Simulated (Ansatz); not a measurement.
The system is Re.

```xyz
3
Lattice="1.3839 0.7990 6.6986 -1.3839 0.7990 6.6986 0.0000 -1.5980 6.6986" Properties=species:S:1:pos:R:3 pbc="T T T"
Re    0.0000    0.0000   15.6311
Re    0.0000    0.0000    4.4648
Re    0.0000    0.0000    0.0000
```

This isn't the form of Re at room conditions, which is hcp.

```yaml
Program: Ansatz 0.2.0
Task: single point
Functional: PBE
Potentials_or_basis: Ansatz PAW
Cutoff: "420 eV (not typed: the program's choice for these potentials)"
k_mesh: 11 × 11 × 11
Occupations: fermi-dirac, width 0.05 eV
Spin: no spin polarisation
```

On this cell: pressure 3.8 GPa; largest force 0.034 eV/Å; band gap on the k mesh none (metal or under the smearing width).

The same run follows on a disturbed copy (atoms moved at random, drawn with an rms of 0.05 Å):

```xyz
3
Lattice="1.3839 0.7990 6.6986 -1.3839 0.7990 6.6986 0.0000 -1.5980 6.6986" Properties=species:S:1:pos:R:3 pbc="T T T"
Re    0.0257   -0.0225   15.5990
Re    0.0200   -0.0002    4.4893
Re   -0.0070    0.0143   -0.0195
```

Problem. What does the disturbed cell give?

Solution. The energy (extrapolated to zero smearing) moves by +6.5 meV/atom; pressure 4.3 GPa; largest force 0.665 eV/Å; band gap on the k mesh none (metal or under the smearing width).

Forces in eV/Å, atoms in the order of the input:
```
Re  -0.090  0.126  0.399
Re  -0.054 -0.007 -0.662
Re   0.144 -0.119  0.264
```

Stress tensor (GPa, compression positive):
```
 4.71 -0.03  0.00
-0.03  4.16  0.07
 0.00  0.07  3.90
```
